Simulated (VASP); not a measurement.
## KF: X-ray absorption with a core hole

Aim: an X-ray absorption edge of KF by the supercell core-hole method. The cell has space group Pm-3m, a computed entry that need not be the common form of this compound. The start is a computed cell from the Materials Project.

Program: VASP 6.6.1. Level of theory: LDA; plane waves and PAW (F, K_sv, F), in the first sound run; inputs show where later runs differ. Results are calculated unless marked as measured.

## 1. Starting point

Symmetry: Pm-3m, No. 221, cubic system. Conventional cell: a = 3.259 Å, b = 3.259 Å, c = 3.259 Å, α = 90.00°, β = 90.00°, γ = 90.00°. Nearest to F lie 8 K at 2.82 Å. K has 8 F at 2.82 Å nearest. Farther neighbours and most contacts between anions are not listed.

Structure file:

```xyz
8
Lattice="3.2590 3.2590 3.2590 -3.2590 3.2590 -3.2590 -3.2590 -3.2590 3.2590" Properties=species:S:1:pos:R:3 pbc="T T T"
F    -1.6295    1.6295    1.6295
K    -3.2590    0.0000    0.0000
K     0.0000    0.0000    0.0000
K     0.0000    0.0000    3.2590
K     0.0000    3.2590    0.0000
F     1.6295    1.6295    1.6295
F    -1.6295   -1.6295    1.6295
F    -1.6295    1.6295   -1.6295
```

## 2. Supercell without a hole

The cell without a hole gives, with ICORELEVEL = 1, the Kohn-Sham core levels of the initial state. It is a supercell, which puts a hole 5.6 Å from its nearest image.

The input, INCAR:

```
SYSTEM = KF
PREC = Accurate
ENCUT = 400
EDIFF = 1E-05
NELM = 100
ISMEAR = 0
SIGMA = 0.05
LREAL = .FALSE.
ALGO = Normal
GGA = CA
NBANDS = 40
LWAVE = .FALSE.
LCHARG = .FALSE.
KPAR = 8
ICORELEVEL = 1
```

The input, POSCAR:

```
KF
1.0
    3.2589550000      3.2589550000      3.2589550000
   -3.2589550000      3.2589550000     -3.2589550000
   -3.2589550000     -3.2589550000      3.2589550000
F K F
1 4 3
Direct
    0.5000000000      0.5000000000      0.5000000000
    0.0000000000      0.5000000000      0.5000000000
    0.0000000000      0.0000000000      0.0000000000
    0.5000000000      0.0000000000      0.5000000000
    0.5000000000      0.5000000000      0.0000000000
    0.5000000000      0.0000000000      0.0000000000
    0.0000000000      0.0000000000      0.5000000000
    0.0000000000      0.5000000000      0.0000000000
```

The input, KPOINTS:

```
Automatic mesh
0
Gamma
4 4 4
0 0 0
```

Potentials, in the order of the species: F, K_sv and F (PBE family, release 64).

Launch:

```bash
$ mpirun -np 8 vasp_std
```

What it wrote:

```text
[banner, memory and clock lines left out]
running    8 mpi-ranks, on    1 nodes
 distrk:  each k-point on    1 cores,    8 groups
 distr:  one band on    1 cores,    1 groups

 POSCAR found type information on POSCAR F K F
 POSCAR found :  3 types and       8 ions
|                                                                             |
|           W    W    AA    RRRRR   N    N  II  N    N   GGGG   !!!           |
|           W    W   A  A   R    R  NN   N  II  NN   N  G    G  !!!           |
|           W    W  A    A  R    R  N N  N  II  N N  N  G       !!!           |
|           W WW W  AAAAAA  RRRRR   N  N N  II  N  N N  G  GGG   !            |
|           WW  WW  A    A  R   R   N   NN  II  N   NN  G    G                |
|           W    W  A    A  R    R  N    N  II  N    N   GGGG   !!!           |
|                                                                             |
|     For optimal performance we recommend to set                             |
|       NCORE = 2 up to number-of-cores-per-socket                            |
|     NCORE specifies how many cores store one orbital (NPAR=cpu/NCORE).      |
|     This setting can greatly improve the performance of VASP for DFT.       |
|     The default, NCORE=1 might be grossly inefficient on modern             |
|     multi-core architectures or massively parallel machines. Do your        |
|     Unfortunately you need to use the default for GW and RPA                |
|     calculations (for HF NCORE is supported but not extensively tested      |
|     yet).                                                                   |
|                                                                             |

|                                                                             |
|               ----> ADVICE to this user running VASP <----                  |
|                                                                             |
|     You enforced a specific xc type in the INCAR file but a different       |
|     [... a line on the potential file left out ...]
|     I HOPE YOU KNOW WHAT YOU ARE DOING!                                     |
|                                                                             |

 LDA part: xc-table for (Slater(with rela. corr.)+CA(PZ))
 , standard interpolation
 POSCAR, INCAR and KPOINTS ok, starting setup
 FFT: planning ... GRIDC
 FFT: planning ... GRID_SOFT
 FFT: planning ... GRID
 WAVECAR not read
 entering main loop
       N       E                     dE             d eps       ncg     rms          rms(c)
DAV:   1     0.484809978167E+03    0.48481E+03   -0.29298E+04   640   0.128E+03
DAV:   2    -0.102211365868E+02   -0.49503E+03   -0.48570E+03   800   0.395E+02
DAV:   3    -0.382129868451E+02   -0.27992E+02   -0.27892E+02   840   0.871E+01
DAV:   4    -0.399661840221E+02   -0.17532E+01   -0.17489E+01  1008   0.149E+01
DAV:   5    -0.399882055496E+02   -0.22022E-01   -0.22019E-01   792   0.180E+00    0.103E+01
DAV:   6    -0.362072170005E+02    0.37810E+01   -0.15563E+01   720   0.176E+01    0.745E+00
DAV:   7    -0.359686326186E+02    0.23858E+00   -0.10632E+00   880   0.461E+00    0.535E+00
DAV:   8    -0.358086743147E+02    0.15996E+00   -0.24687E-01   704   0.307E+00    0.708E-01
DAV:   9    -0.358057547014E+02    0.29196E-02   -0.49444E-02   832   0.875E-01    0.272E-01
DAV:  10    -0.358061073351E+02   -0.35263E-03   -0.13553E-02   760   0.528E-01    0.185E-01
DAV:  11    -0.358061662813E+02   -0.58946E-04   -0.48433E-03   752   0.303E-01    0.146E-01
DAV:  12    -0.358059564545E+02    0.20983E-03   -0.14503E-03   744   0.169E-01    0.148E-02
DAV:  13    -0.358059610781E+02   -0.46235E-05   -0.47828E-05   704   0.321E-02
   1 F= -.35805961E+02 E0= -.35805961E+02  d E =-.130320E-15
```

Wall time 7.8 s (8 MPI ranks of AMD EPYC 7R43, shared host); peak memory 1.5 GiB.

Lines that name or quote the potential files are left out of all logs, and their timing lines are given in words.

Parts of OUTCAR (step 2):

```text
ion  position               nearest neighbor table
   1  0.500  0.500  0.500-   2 2.82   3 2.82   4 2.82   5 2.82   5 2.82   4 2.82   2 2.82   3 2.82

  LATTYP: Found a body centered cubic cell.
 ALAT       =     6.5179100000

 Subroutine GETGRP returns: Found 48 space group operations
 (whereof 12 operations were pure point group operations)

The static configuration has the point symmetry D_3d.
 The point group associated with its full space group is O_h .

 Found      8 irreducible k-points:

   k-points           NKPTS =      8   k-points in BZ     NKDIM =      8   number of bands    NBANDS=     40

   dimension x,y,z NGX =    40 NGY =   40 NGZ =   40
   dimension x,y,z NGXF=    80 NGYF=   80 NGZF=   80

   ENCUT  =  400.0 eV  29.40 Ry    5.42 a.u.   9.21  9.21  9.21*2*pi/ulx,y,z

   NELECT =      64.0000    total number of electrons

 k-points in reciprocal lattice and weights: Automatic mesh
   0.00000000  0.00000000  0.00000000       0.016
   0.25000000  0.00000000  0.00000000       0.188
   0.50000000  0.00000000  0.00000000       0.094
   0.25000000  0.25000000  0.00000000       0.375
   0.25000000  0.25000000  0.25000000       0.031
  -0.25000000  0.25000000  0.25000000       0.094
   0.50000000  0.50000000  0.25000000       0.188
   0.50000000  0.50000000  0.50000000       0.016

 the core state eigenenergies are
   1-  1s   -653.8339
   2-  1s  -3515.8321  2s   -347.1062  2p   -273.8169
   3-  1s  -3515.8321  2s   -347.1062  2p   -273.8169
   4-  1s  -3515.8321  2s   -347.1062  2p   -273.8169
   5-  1s  -3515.8321  2s   -347.1062  2p   -273.8169
   6-  1s   -653.8333
   7-  1s   -653.8333
   8-  1s   -653.8333

 E-fermi :  -2.2371

 k-point     1 :       0.0000    0.0000    0.0000
  band No.  band energies     occupation
    ...
     28      -2.5618      2.00000
     29      -2.5618      2.00000
     30      -2.5107      2.00000
     31      -2.5107      2.00000
     32      -2.5107      2.00000
     33       3.4264      0.00000
     34       5.5900      0.00000
     35       5.5900      0.00000
     36       5.7710      0.00000
     37       5.7710      0.00000
    ...

 k-point     2 :       0.2500    0.0000    0.0000
  band No.  band energies     occupation
    ...
     28      -2.6873      2.00000
     29      -2.6873      2.00000
     30      -2.6706      2.00000
     31      -2.5916      2.00000
     32      -2.5590      2.00000
     33       4.2179      0.00000
     34       5.9427      0.00000
     35       6.0978      0.00000
     36       6.1881      0.00000
     37       6.2914      0.00000
    ...

 k-point     3 :       0.5000    0.0000    0.0000
  band No.  band energies     occupation
    ...
     28      -2.8936      2.00000
     29      -2.8583      2.00000
     30      -2.8582      2.00000
     31      -2.6133      2.00000
     32      -2.6131      2.00000
     33       5.6540      0.00000
     34       5.6540      0.00000
     35       6.6879      0.00000
     36       6.6879      0.00000
     37       7.0365      0.00000
    ...

  Total       -9.8045576     -9.8045576     -9.8045576      0.0000000      0.0000000      0.0000000
  in kB     -113.4601887   -113.4601887   -113.4601887      0.0000000      0.0000000      0.0000000
  external PRESSURE =    -113.4601887 kB  Pullay stress =       0.0000000 kB

  energy-cutoff  :      400.00
  volume of cell :      138.45
      direct lattice vectors                 reciprocal lattice vectors
     3.258955000  3.258955000  3.258955000     0.000000000  0.153423413  0.153423413
    -3.258955000  3.258955000 -3.258955000    -0.153423413  0.153423413  0.000000000
    -3.258955000 -3.258955000  3.258955000    -0.153423413  0.000000000  0.153423413

 POSITION                                       TOTAL-FORCE (eV/Angst)
 -----------------------------------------------------------------------------------
     -1.62948      1.62948      1.62948        -0.000000      0.000000     -0.000000
     -3.25895      0.00000      0.00000         0.000000     -0.000000     -0.000000
      0.00000      0.00000      0.00000        -0.000000     -0.000000     -0.000000
      0.00000      0.00000      3.25895        -0.000000      0.000000      0.000000
      0.00000      3.25895      0.00000        -0.000000     -0.000000     -0.000000
      1.62948      1.62948      1.62948         0.000000     -0.000000      0.000000
     -1.62948     -1.62948      1.62948         0.000000     -0.000000      0.000000
     -1.62948      1.62948     -1.62948         0.000000      0.000000      0.000000
 -----------------------------------------------------------------------------------
    total drift:                               -0.000000      0.000000     -0.000000

  FREE ENERGIE OF THE ION-ELECTRON SYSTEM (eV)
  ---------------------------------------------------
  free  energy   TOTEN  =       -35.8059610781 eV

  energy  without entropy=      -35.8059610781  energy(sigma->0) =      -35.80596108

[... 3 further parts left out ...]
```

These are scalar-relativistic Kohn-Sham levels of the ground state, with no core hole, so they are not binding energies. The PAW data sets were made with PBE, though LDA sets exist; this is a small mismatch.

This step gave:

```
free energy (TOTEN) : -35.81 eV
Fermi energy        : -2.237 eV
pressure            : -11.35 GPa
```

The two shallowest core shells; atoms whose shallowest level rounds to another's at 0.01 eV are left out. Core levels, by row:

```csv
atom,shell,level below the valence-band top (eV)
F1,1s,651.3
K2,2s,344.6
K2,2p,271.3
```

## 3. K edge, Wyckoff site F b, full hole

This step: supercell core-hole method, LDA, full hole; plane waves and PAW (F, K_sv, F) (VASP 6.6.1).

One core electron is taken from the first atom, which POSCAR lists as a species of its own, and NELECT stays that of the neutral valence shell, so the cell is charged against a background. NBANDS covers the range above the edge. The first density still holds the charge taken from the core, which is what the BRMIX lines of the log report.

The input, INCAR:

```
SYSTEM = KF
PREC = Accurate
ENCUT = 400
EDIFF = 1E-06
NELM = 100
ISMEAR = 0
SIGMA = 0.05
LREAL = .FALSE.
ALGO = Normal
GGA = CA
NBANDS = 112
LWAVE = .FALSE.
LCHARG = .FALSE.
KPAR = 8
ICORELEVEL = 2
CLNT = 1
CLN = 1
CLL = 0
CLZ = 1
CH_LSPEC = .TRUE.
CH_NEDOS = 1500
CH_SIGMA = 0.5
NELECT = 64
```

POSCAR is that of step 2.

KPOINTS is that of step 2.

Launch:

```bash
$ mpirun -np 8 vasp_std
```

What it wrote:

```text
[banner, memory and clock lines left out]
running    8 mpi-ranks, on    1 nodes
 distrk:  each k-point on    1 cores,    8 groups
 distr:  one band on    1 cores,    1 groups

 POSCAR found type information on POSCAR F K F
 POSCAR found :  3 types and       8 ions
 [... a notice as in an earlier step ...]

 [... a notice as in an earlier step ...]

 LDA part: xc-table for (Slater(with rela. corr.)+CA(PZ))
 , standard interpolation
 POSCAR, INCAR and KPOINTS ok, starting setup
 FFT: planning ... GRIDC
 FFT: planning ... GRID_SOFT
 FFT: planning ... GRID
 WAVECAR not read
 entering main loop
       N       E                     dE             d eps       ncg     rms          rms(c)
DAV:   1     0.346498103125E+03    0.34650E+03   -0.22752E+04  1792   0.457E+02
DAV:   2    -0.212286390797E+03   -0.55878E+03   -0.50493E+03  2032   0.188E+02
DAV:   3    -0.239388269728E+03   -0.27102E+02   -0.26599E+02  2792   0.373E+01
DAV:   4    -0.239936942121E+03   -0.54867E+00   -0.54621E+00  2384   0.429E+00
DAV:   5    -0.239938954835E+03   -0.20127E-02   -0.20126E-02  2352   0.303E-01BRMIX: very serious problems
 the old and the new charge density differ
 old charge density:    65.00000 new   64.00000
BRMIX: very serious problems
 the old and the new charge density differ
 old charge density:    65.00000 new   64.00000
BRMIX: very serious problems
 the old and the new charge density differ
 old charge density:    65.00000 new   64.00000
BRMIX: very serious problems
 the old and the new charge density differ
 old charge density:    65.00000 new   64.00000
BRMIX: very serious problems
 the old and the new charge density differ
 old charge density:    65.00000 new   64.00000
BRMIX: very serious problems
 the old and the new charge density differ
 old charge density:    65.00000 new   64.00000
BRMIX: very serious problems
 the old and the new charge density differ
 old charge density:    65.00000 new   64.00000
BRMIX: very serious problems
 the old and the new charge density differ
 old charge density:    65.00000 new   64.00000
    0.201E+01
DAV:   6    -0.230853732060E+03    0.90852E+01   -0.84182E+00  2048   0.827E+00    0.891E+00
DAV:   7    -0.230079828316E+03    0.77390E+00   -0.97837E-01  2120   0.345E+00    0.398E+00
DAV:   8    -0.229913024750E+03    0.16680E+00   -0.17572E-01  2176   0.107E+00    0.153E+00
DAV:   9    -0.229872961226E+03    0.40064E-01   -0.28716E-02  2096   0.666E-01    0.286E-01
DAV:  10    -0.229872260178E+03    0.70105E-03   -0.48932E-03  2248   0.163E-01    0.221E-01
DAV:  11    -0.229872093210E+03    0.16697E-03   -0.13519E-04  2328   0.632E-02    0.712E-02
DAV:  12    -0.229872034065E+03    0.59145E-04   -0.70858E-05  2080   0.461E-02    0.198E-02
DAV:  13    -0.229872035048E+03   -0.98287E-06   -0.30269E-05  2240   0.120E-02    0.101E-02
DAV:  14    -0.229872035060E+03   -0.11644E-07   -0.18126E-06  1792   0.356E-03
   1 F= -.22987204E+03 E0= -.22987204E+03  d E =-.141810E-10
 Starting Core_Hole_Spec
 Ending Core_Hole_Spec
```

Wall time 17 s (8 MPI ranks); peak memory 1.7 GiB.

Parts of OUTCAR (step 3):

```text
NELECT = 64

 ion  position               nearest neighbor table
   1  0.500  0.500  0.500-   2 2.82   3 2.82   4 2.82   5 2.82   5 2.82   4 2.82   2 2.82   3 2.82

 Found      8 irreducible k-points:

   k-points           NKPTS =      8   k-points in BZ     NKDIM =      8   number of bands    NBANDS=    112

 the core state eigenenergies are
   1-  1s   -734.9064
   2-  1s  -3515.7058  2s   -346.9144  2p   -273.6325
   3-  1s  -3515.7058  2s   -346.9144  2p   -273.6325
   4-  1s  -3515.7058  2s   -346.9144  2p   -273.6325
   5-  1s  -3515.7058  2s   -346.9144  2p   -273.6325
   6-  1s   -653.3201
   7-  1s   -653.3201
   8-  1s   -653.3201

 E-fermi :  -1.6175

 k-point     1 :       0.0000    0.0000    0.0000
  band No.  band energies     occupation
    ...
     28      -2.2923      2.00000
     29      -2.2923      2.00000
     30      -1.8317      2.00000
     31      -1.8317      2.00000
     32      -1.8317      2.00000
     33       3.0823      0.00000
     34       5.5981      0.00000
     35       5.6654      0.00000
     36       5.6654      0.00000
     37       6.3056      0.00000
    ...

 k-point     2 :       0.2500    0.0000    0.0000
  band No.  band energies     occupation
    ...
     28      -2.3817      2.00000
     29      -2.3431      2.00000
     30      -2.0516      2.00000
     31      -1.9744      2.00000
     32      -1.8715      2.00000
     33       3.7808      0.00000
     34       5.9555      0.00000
     35       6.1355      0.00000
     36       6.1563      0.00000
     37       6.4294      0.00000
    ...

  Total      -16.5491202    -16.5491202    -16.5491202      0.0000000      0.0000000     -0.0000000
  in kB     -191.5095382   -191.5095382   -191.5095382      0.0000000      0.0000000     -0.0000000
  external PRESSURE =    -191.5095382 kB  Pullay stress =       0.0000000 kB

 POSITION                                       TOTAL-FORCE (eV/Angst)
 -----------------------------------------------------------------------------------
     -1.62948      1.62948      1.62948         0.000000      0.000000     -0.000000
     -3.25895      0.00000      0.00000         0.000000     -0.000000      0.000000
      0.00000      0.00000      0.00000         0.000000     -0.000000     -0.000000
      0.00000      0.00000      3.25895        -0.000000      0.000000      0.000000
      0.00000      3.25895      0.00000        -0.000000     -0.000000      0.000000
      1.62948      1.62948      1.62948        -0.000000      0.000000     -0.000000
     -1.62948     -1.62948      1.62948        -0.000000      0.000000      0.000000
     -1.62948      1.62948     -1.62948         0.000000     -0.000000      0.000000
 -----------------------------------------------------------------------------------
    total drift:                               -0.000000      0.000000     -0.000000

  FREE ENERGIE OF THE ION-ELECTRON SYSTEM (eV)
  ---------------------------------------------------
  free  energy   TOTEN  =      -229.8720350598 eV

  energy  without entropy=     -229.8720350598  energy(sigma->0) =     -229.87203506

[... 7 parts as in an earlier step ...]

[... 4 further parts left out ...]
```

This step gave:

| Property | Result |
| --- | --- |
| free energy (TOTEN) | -229.8720 eV |
| Fermi energy | -1.617 eV |

The imaginary dielectric function times 10^5, xx has structure finer than the step of the table below, so its rows give means over 2 eV, whole bins alone (the curve runs from 663 to 708 eV). Peaks (eV: height): 669.9: 18.5, 678.1: 7.28, 684.5: 8.25, 689.6: 18.2.

Smoothed further by a Gaussian, to a width of roughly 1 to 1.2 eV in all; heights scale with one over the cell volume; the energy axis is the program's own, and the fall at its high end is where NBANDS ends. Table of imaginary dielectric function times 10^5, xx by photon energy; means over each step:

```csv
photon energy (eV),"imaginary dielectric function times 10^5, xx"
666,0.116
668,3.42
670,15.4
672,11.1
674,5.86
676,1.40
678,5.57
680,4.82
682,4.82
684,6.25
686,5.87
688,13.1
690,14.4
692,5.04
694,4.03
696,2.94
698,2.23
700,0.339
702,1.8e-4
```

The smoothed xx curve reaches a tenth of its top at about 668 eV.

(Part 1 of 2 ends here.)

[Lines on the potential files, build, host, timing and source positions are cut from VASP's logs without a mark.]

[Logs are printed without paths, hosts, clocks, repeated set-up lines and the standing remarks that a program may print on its own settings, such as how far it seeks lower states.]

[Hosts, paths, dates, database ids (printed as entryN), source tags and the programs' standing remarks are cut or masked in the printed files.]
